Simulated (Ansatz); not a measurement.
**Zone-centre phonons of CaF2 at -3 GPa: input and output**

All numbers below come from Ansatz 0.2.0, DFT LDA, scalar-relativistic, plane waves, PAW.

Launched with:
```bash
ansatz run input.yaml --threads 1 --pin off --max-ram 3072MiB --backend cpu --events-out ev --progress --plain --runs-dir out
```

Input (bare energies are in eV):
```yaml
crystal:
  lattice:
    - [0.0, 2.6912001579, 2.6912001579]
    - [2.6912001579, 0.0, 2.6912001579]
    - [2.6912001579, 2.6912001579, 0.0]
  atoms:
    - { symbol: Ca, position: [0.0, 0.0, 0.0] }
    - { symbol: F, position: [0.25, 0.25, 0.25] }
    - { symbol: F, position: [0.75, 0.75, 0.75] }
basis:
  ecutwfc: 420
kpoints:
  mp_grid: { grid: [8, 8, 8] }
hamiltonian:
  xc: lda
scf:
  occupations: { method: fixed }
output:
  eigenvalues: true
phonons:
  method: dfpt
  dielectric: true
  rigid_motions: translations
  eigenvectors: true
```

Results section of the output:
```
--- Phonons (Γ-DFPT): 2 representative perturbations + reference, on 95 of 512 k-points (Σ response iterations 7) ---
  k mesh reduced under 4 symmetry operations, with k and −k counted as one. Each operation leaves every solved perturbation unchanged. A smaller set is not considered because the run solves the response ...
  ASR residual: 1.881e-4 → 0.000e0 eV/Å²; symmetrization residual: 2.510e-6 eV/Å²
  ASR residual per site (eV/Å²): 1.88e-4 1.35e-4 1.35e-4
  Γ frequencies (cm⁻¹): 0.00 0.00 0.00 255.00 255.00 255.00 321.72 321.72 321.72
  ε∞ (high-frequency dielectric tensor):
        2.347942    -0.000000    -0.000000
        0.000000     2.347942     0.000000
        0.000000    -0.000000     2.347942
  ε⁰ (static dielectric tensor: ions relaxed, cell fixed):
        7.951985    -0.000000     0.000000
       -0.000000     7.951985     0.000000
        0.000000     0.000000     7.951985
  ε⁰ − ε∞ (ionic part):
        5.604043    -0.000000     0.000000
       -0.000000     5.604043     0.000000
        0.000000     0.000000     5.604043
  softest optical mode at Γ: 255.00 cm⁻¹; the repairs (sum rule, projections) moved no ω² at Γ by more than (1.50 cm⁻¹)²
  Born effective charges Z* (e; rows j = field, columns β = displacement):
    site 0:
         2.37292    0.00000   -0.00000
         0.00000    2.37292   -0.00000
         0.00000    0.00000    2.37292
    site 1:
        -1.18646   -0.00000    0.00000
         0.00000   -1.18646    0.00000
         0.00000   -0.00000   -1.18646
    site 2:
        -1.18646   -0.00000    0.00000
         0.00000   -1.18646    0.00000
         0.00000   -0.00000   -1.18646
  Z* charge neutrality: 1.425e-5 e pre-enforcement
  k-mesh period / interband length: 30.4 Å / 0.88 Å = 34.73 at k = (0.0000, 0.0000, 0.0000), direct gap 7.454 eV — 14 or more, which is no proof of convergence
  optical modes at Γ without the LO–TO term, one row a degenerate level:
      ω (cm⁻¹) modes IR ((D/Å)²/amu)
        255.00      3            19.9806
        321.72      3             0.0000
  optical modes at Γ + LO–TO along q̂ = [1.0000, 0.0000, 0.0000]:
      ω (cm⁻¹) modes IR ((D/Å)²/amu)
        255.00      2            13.3204
        321.72      3             0.0000
        469.28      1             6.6602
  optical modes at Γ + LO–TO along q̂ = [0.0000, 1.0000, 0.0000]:
      ω (cm⁻¹) modes IR ((D/Å)²/amu)
        255.00      2            13.3204
        321.72      3             0.0000
        469.28      1             6.6602
  optical modes at Γ + LO–TO along q̂ = [0.0000, 0.0000, 1.0000]:
      ω (cm⁻¹) modes IR ((D/Å)²/amu)
        255.00      2            13.3204
        321.72      3             0.0000
        469.28      1             6.6602
```

The run took 53 s on 1 thread of Intel(R) Xeon(R) Processor @ 2.50GHz (Skylake/Cascade Lake), with other jobs on the host, peak memory 0.53 GiB.